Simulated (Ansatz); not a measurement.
RuO$_{2}$:
```yaml
crystal:
  lattice:
    - [4.42571, 0.00000, 0.00000]
    - [0.00000, 4.42571, 0.00000]
    - [0.00000, 0.00000, 3.07422]
  atoms:
    - { symbol: Ru, position: [0.50000, 0.50000, 0.50000] }
    - { symbol: Ru, position: [0.00000, 0.00000, 0.00000] }
    - { symbol: O, position: [0.80640, 0.19360, 0.50000] }
    - { symbol: O, position: [0.19360, 0.80640, 0.50000] }
    - { symbol: O, position: [0.30640, 0.30640, 0.00000] }
    - { symbol: O, position: [0.69360, 0.69360, 0.00000] }
```

Relaxed with LDA. Special points in fractions of this cell's reciprocal vectors: Γ (0.000, 0.000, 0.000); X (0.000, 0.500, 0.000); M (0.500, 0.500, 0.000); Z (0.000, 0.000, 0.500); R (0.000, 0.500, 0.500); A (0.500, 0.500, 0.500).

List the band energies nearest the Fermi level at these points for the program Ansatz at the LDA level (PAW).

In eV from the Fermi level; about four levels below and three above (degenerate sets whole), none deeper than 8.9 eV; points with the same levels are listed once.

```
k                    below                above
-  -----------------------  -------------------
Γ  -1.51 -1.44 -1.44 -0.90  1.75 1.89 4.79 4.79
X  -0.48 -0.48 -0.33 -0.33  0.40 0.40 4.18 4.18
M  -1.46 -1.46 -1.40 -1.40  0.88 0.88 3.82 3.82
Z  -0.68 -0.68 -0.01 -0.01  0.96 0.96 3.26 3.26
R  -1.83 -1.83 -0.59 -0.59  1.22 1.22 2.18 2.18
A  -0.58 -0.58 -0.57 -0.57  0.23 0.23 3.23 3.23
```

Space group P4_2/mnm (rutile). The cell was relaxed with LDA under the symmetry of its start; of distortions, only those at the zone centre were tested. The run is not spin-polarised. Spin–orbit coupling is left out wherever it is not named.

Potentials: the later of the program's two PAW sets.
